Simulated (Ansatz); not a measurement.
K2S

**The experiment.** The Crystallography Open Database holds a cell as deposited of cubic K2S (space group Fm-3m), temperature not stated (1963): a = 7.391 Å, 33.65 Å³/atom.

Computed with Ansatz (plane waves, PAW, 420 eV cutoff): PBE, scalar-relativistic, no spin polarisation, 8×8×8 k-mesh, Gaussian smearing of 0.05 eV; PAW files: Ansatz's generated set soft_2.

```xyz
3
Lattice="0.0000 3.7315 3.7315 3.7315 0.0000 3.7315 3.7315 3.7315 0.0000" Properties=species:S:1:pos:R:3 pbc="T T T"
K     1.8657    1.8657    1.8657
K     5.5972    5.5972    5.5972
S     0.0000    0.0000    0.0000
```

The chain of runs began from a cell as deposited in COD, expanded in volume.

The cell above was scaled in volume, its shape and atoms being fixed by the lattice's symmetry. Energies are counted from the cell above.

The cell is relaxed to zero pressure at this level.

```json
{"V (Å³/atom)": "33.25", "ΔE (meV/atom)": "3.4", "P (GPa)": "0.81", "gap on the mesh (eV)": "2.43"}
{"V (Å³/atom)": "33.94", "ΔE (meV/atom)": "?", "P (GPa)": "?", "gap on the mesh (eV)": "?"}
{"V (Å³/atom)": "34.64", "ΔE (meV/atom)": "0.0", "P (GPa)": "0.00", "gap on the mesh (eV)": "2.32"}
{"V (Å³/atom)": "35.33", "ΔE (meV/atom)": "0.8", "P (GPa)": "-0.35", "gap on the mesh (eV)": "2.27"}
{"V (Å³/atom)": "36.02", "ΔE (meV/atom)": "2.9", "P (GPa)": "-0.66", "gap on the mesh (eV)": "2.22"}
```

(1) Fill in the withheld row.

(2) What do the points give for the equilibrium volume, the bulk modulus and its pressure derivative (third-order Birch–Murnaghan)?

Answers:

(1) ΔE (meV/atom): 0.8, P (GPa): 0.39, gap on the mesh (eV): 2.37.

(2) V0 = 34.64 Å³/atom, B0 = 18.3 GPa, B0′ = 4.4.

B0·V0 = 18.3 GPa × 34.64 Å³ = 3.95 eV/atom sets the scale: near the minimum ΔE ≈ ½ B0 V0 x², with x = V/V0 − 1, and a pressure of 0.18 GPa squeezes the volume by about 1 %. At the ends of the curve: x = −4.0 % predicts 3.2 meV/atom and the run gives 3.4; x = +4.0 % predicts 3.2 meV/atom and the run gives 2.9. The curve is steeper than the parabola on the compressed side and flatter on the expanded side: the bulk modulus rises with pressure.

**Against experiment.** PBE gives 7.463 Å and 34.64 Å³/atom, +2.9 % in volume (+1.0 % in length) from the database's cell. PBE usually overestimates volumes by a few per cent. The static lattice also lacks zero-point motion and thermal expansion, roughly 2.0 to 4.9 % in volume at 300 K (room temperature assumed) by Grüneisen's rule, γ·3k_BT/(B0·V0) with γ of 1 to 2.5, so its own overestimate is larger than the figure.

Kohn–Sham gaps of semilocal functionals lie under measured ones, often by a third or more.
